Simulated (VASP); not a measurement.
# NaH (Pm-3m) in VASP: further runs, part 2 of 2

VASP 6.6.1.

### 3 Single point, HSE06

POSCAR

```
NaH
1.0
    2.9323912064      0.0000000000      0.0000000000
    0.0000000000      2.9323912064      0.0000000000
    0.0000000000      0.0000000000      2.9323912064
Na H
1 1
Direct
    0.0000000000      0.0000000000      0.0000000000
    0.5000000000      0.5000000000      0.5000000000
```

INCAR.step1

```
SYSTEM = NaH
PREC = Accurate
ENCUT = 520
EDIFF = 1E-5
ISMEAR = 0
SIGMA = 0.01
LREAL = .False.
LASPH = .True.
NELM = 100
ALGO = Normal
ISIF = 2
LWAVE = .True.
LCHARG = .False.
GGA = PE
NBANDS = 11
```

INCAR.step2

```
SYSTEM = NaH
PREC = Accurate
ENCUT = 520
EDIFF = 1E-7
ISMEAR = 0
SIGMA = 0.01
LREAL = .False.
LASPH = .True.
NELM = 100
ALGO = Normal
ISIF = 2
LWAVE = .False.
LCHARG = .False.
GGA = PE
LHFCALC = .True.
HFSCREEN = 0.2079
PRECFOCK = Normal
ISTART = 1
NBANDS = 11
```

KPOINTS

```
regular mesh
0
Gamma
  4 4 4
  0 0 0
```

Potentials or basis: VASP PAW PBE potentials, release 64 (Na_pv, H).

Started as:

```bash
> cat potpaw_PBE.64/Na_pv/POTCAR potpaw_PBE.64/H/POTCAR > POTCAR
> cp INCAR.step1 INCAR
> mpirun -np 1 vasp_std > vasp.out
> cp INCAR.step2 INCAR
> mpirun -np 1 vasp_std > vasp.out
```

OUTCAR:

```text
SYSTEM = NaH
   PREC = Accurate
   ENCUT = 520
   EDIFF = 1E-7
   ISMEAR = 0
   LREAL = .False.
   LASPH = .True.
   NELM = 100
   ISIF = 2
   GGA = PE
   LHFCALC = .True.
   HFSCREEN = 0.2079
   PRECFOCK = Normal
   ISTART = 1

 ion  position               nearest neighbor table
   1  0.000  0.000  0.000-
   2  0.500  0.500  0.500-

  LATTYP: Found a simple cubic cell.
 ALAT       =     2.9323912064

  Lattice vectors:

 A1 = (   2.9323912064,   0.0000000000,   0.0000000000)
 A2 = (   0.0000000000,   2.9323912064,   0.0000000000)
 A3 = (   0.0000000000,   0.0000000000,   2.9323912064)

Analysis of symmetry for initial positions (statically):
=====================================================================
 Subroutine PRICEL returns:
 Original cell was already a primitive cell.

 Routine SETGRP: Setting up the symmetry group for a
 simple cubic supercell.

 Subroutine GETGRP returns: Found 48 space group operations
 (whereof 48 operations were pure point group operations)
 out of a pool of 48 trial point group operations.

The static configuration has the point symmetry O_h .

Analysis of symmetry for dynamics (positions and initial velocities):
=====================================================================
 Subroutine PRICEL returns:
 Original cell was already a primitive cell.

 Routine SETGRP: Setting up the symmetry group for a
 simple cubic supercell.

 Subroutine GETGRP returns: Found 48 space group operations
 (whereof 48 operations were pure point group operations)
 out of a pool of 48 trial point group operations.

The dynamic configuration has the point symmetry O_h .

 Subroutine INISYM returns: Found 48 space group operations
 (whereof 48 operations are pure point group operations),
 and found     1 'primitive' translations

----------------------------------------------------------------------------------------

                                     Primitive cell

[... 110 lines left out ...]
   ENCUTFOCK=  -1.0 apply spherical cutoff to Coloumb kernel
   IVDW    =     0    specifies the selected vdW correction
   LEPSILON=     F    determine dielectric tensor
   LRPA    =     F    only Hartree local field effects (RPA)
 non-spin polarized calculation
 Gauss-broadening in eV      SIGMA  =   0.01
  energy-cutoff  :      520.00
  volume of cell :       25.22
 maximum number of plane-waves:       691
 NGX is ok and might be reduce to    24
  NGX = 18; NGY = 18; NGZ = 18

 number of electron       8.0000014 magnetization

 Free energy of the ion-electron system (eV)
  ---------------------------------------------------
  ext. energy  EPLUGINS =         0.00000000
  ---------------------------------------------------
  free energy    TOTEN  =        -5.42202070 eV

  energy without entropy =       -5.42202070  energy(sigma->0) =       -5.42202070

 E-fermi :   0.9485     XC(G=0):  -6.8796

 val. band max:        0.8953041596   @ k =   0.5000   0.5000   0.5000
 cond. band min:       2.7807731611   @ k =   0.5000   0.0000   0.0000
 fundamental gap:      1.8854690016
 Fermi energy:         0.9485409156

 k-point     1 :       0.0000    0.0000    0.0000
  band No.  band energies     occupation
      1     -26.2116      2.00000
      2     -26.2116      2.00000
      3     -26.2116      2.00000
      4      -5.6960      2.00000
      5      11.1681      0.00000
      6      13.1120      0.00000
      7      13.1120      0.00000
      8      14.8112      0.00000
      9      14.8112      0.00000
     10      14.8112      0.00000
     11      28.4933      0.00000
[... 113 lines left out ...]
 k-point    10 :       0.5000    0.5000    0.5000
  band No.  band energies     occupation
      1     -26.3365      2.00000
      2     -26.3365      2.00000
      3     -26.3365      2.00000
      4       0.8953      2.00000
      5       8.8455      0.00000
      6       8.8455      0.00000
      7       8.8455      0.00000
      8      11.3197      0.00000
      9      11.3197      0.00000
     10      11.3197      0.00000
     11      18.6923      0.00000

------------------------ aborting loop because EDIFF is reached ----------------------------------------

  FORCE on cell =-STRESS in cart. coord.  units (eV):
  Direction    XX          YY          ZZ          XY          YZ          ZX
  --------------------------------------------------------------------------------------
  -------------------------------------------------------------------------------------
  Total        0.0653950      0.0653950      0.0653950      0.0000000      0.0000000      0.0000000
  in kB        4.1551739      4.1551739      4.1551739      0.0000000      0.0000000      0.0000000
  external PRESSURE =       4.1551739 kB  Pullay stress =       0.0000000 kB

 VOLUME and BASIS-vectors are now :
 -----------------------------------------------------------------------------
  energy-cutoff  :      520.00
  volume of cell :       25.22
      direct lattice vectors                 reciprocal lattice vectors
     2.932391206  0.000000000  0.000000000     0.341018619  0.000000000  0.000000000
     0.000000000  2.932391206  0.000000000     0.000000000  0.341018619  0.000000000
     0.000000000  0.000000000  2.932391206     0.000000000  0.000000000  0.341018619

 POSITION                                       TOTAL-FORCE (eV/Angst)
 -----------------------------------------------------------------------------------
      0.00000      0.00000      0.00000         0.000000      0.000000      0.000000
      1.46620      1.46620      1.46620         0.000000      0.000000      0.000000
 -----------------------------------------------------------------------------------
    total drift:                               -0.000001     -0.000001     -0.000001

  FREE ENERGIE OF THE ION-ELECTRON SYSTEM (eV)
  ---------------------------------------------------
  free  energy   TOTEN  =        -5.4220206997 eV

  energy  without entropy=       -5.4220206997  energy(sigma->0) =       -5.42202070
```

OSZICAR.step1:

```text
N       E                     dE             d eps       ncg     rms          rms(c)
DAV:   1     0.373204378871E+02    0.37320E+02   -0.46989E+03   220   0.831E+02
DAV:   2    -0.396887545740E+01   -0.41289E+02   -0.40008E+02   226   0.183E+02
DAV:   3    -0.521683777790E+01   -0.12480E+01   -0.12470E+01   261   0.323E+01
DAV:   4    -0.522332130469E+01   -0.64835E-02   -0.64831E-02   256   0.239E+00
DAV:   5    -0.522337375541E+01   -0.52451E-04   -0.52450E-04   258   0.217E-01    0.316E+00
DAV:   6    -0.485874482162E+01    0.36463E+00   -0.35203E-01   240   0.327E+00    0.151E+00
DAV:   7    -0.473934859091E+01    0.11940E+00   -0.39045E-01   232   0.259E+00    0.372E-01
DAV:   8    -0.474206521202E+01   -0.27166E-02   -0.10112E-02   241   0.111E+00    0.657E-02
DAV:   9    -0.474194571337E+01    0.11950E-03   -0.12255E-03   241   0.383E-01    0.230E-02
DAV:  10    -0.474192755634E+01    0.18157E-04   -0.70438E-05   235   0.545E-02    0.313E-03
DAV:  11    -0.474192849325E+01   -0.93691E-06   -0.11729E-06   140   0.727E-03
   1 F= -.47419285E+01 E0= -.47419285E+01  d E =-.509556E-16
```

Run time: 1.7 min. Hardware: 1 thread of Intel Xeon Platinum 8175M at 2.50GHz (Skylake/Cascade Lake), shared host; peak memory 0.23 GiB.

Results:

```
Free energy            : -5.4220 eV
Pressure               : 0.4 GPa
Band gap on the k mesh : 1.89 eV, indirect (least direct gap 5.72 eV)
```

Levels at points of the mesh, in eV from the valence-band top:
```csv
k point,band 1,band 2,band 3,band 4,band 5,band 6,band 7,band 8,band 9
"(0.00, 0.00, 0.00)",-27.11,-27.11,-27.11,-6.59,10.27,12.22,12.22,13.92,13.92
"(0.50, 0.00, 0.00)",-27.29,-27.09,-27.09,-3.83,1.89,12.50,15.57,15.99,15.99
"(0.50, 0.50, 0.00)",-27.26,-27.26,-27.08,-1.96,5.25,5.25,8.07,16.35,20.18
"(0.50, 0.50, 0.50)",-27.23,-27.23,-27.23,0.00,7.95,7.95,7.95,10.42,10.42
```

Caveat: the k mesh is coarse (spacing up to 0.54 Å⁻¹), so the values aren't converged, least of all with exact exchange; the PAW data sets were made with another functional, which shifts forces and pressure a little.
